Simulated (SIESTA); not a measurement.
Sb:

```
Sb
1.0
     3.16000    0.00000    0.00000
     0.00000    3.16000    0.00000
     0.00000    0.00000    3.16000
Sb
1
Direct
  0.00000 0.00000 0.00000
```

This isn't the form of Sb at room conditions, which is rhombohedral.

| Quantity | Value |
| --- | --- |
| Program | SIESTA 5.4.2 |
| Task | relaxation of cell and atoms |
| Functional | vdW-DF-C09 |
| Potentials or basis | PseudoDojo 0.4 standard (PBE files) |
| Basis | DZP (energy shift 0.003 Ry; two zetas on semicore shells) |
| Grid cutoff | 500 Ry |
| Energy shift | 0.003 Ry |
| k mesh | 8 × 8 × 8 |
| Occupations | fermi-dirac, width 0.05 eV |
| Spin | no spin polarisation |

At the start: pressure -3.2 GPa; volume 31.55 Å³/atom.

Task: Where does the relaxation end?

Result: Over 5 steps the energy falls by 19.1 meV/atom and the volume is 29.70 Å³/atom (-5.9 %); space group Pm-3m (No. 221, to 0.05 Å).

Step by step:
```csv
step,energy change (eV),largest force (eV/Å),pressure (GPa),volume (Å³)
1,0.0000,0.0000,-3.21,31.55
2,-0.0010,0.0000,-3.14,31.51
3,-0.0187,0.0000,0.53,29.49
4,-0.0190,0.0000,-0.22,29.86
5,-0.0191,0.0000,0.08,29.70
```

Final structure:
```xyz
1
Lattice="3.0969 0.0000 0.0000 0.0000 3.0969 0.0000 0.0000 0.0000 3.0969" Properties=species:S:1:pos:R:3 pbc="T T T"
Sb    0.0000    0.0000    0.0000
```

Caveat: the potentials were made for another functional, which shifts forces and pressure; the basis of atomic orbitals isn't converged, which shifts pressures, moduli and gaps.
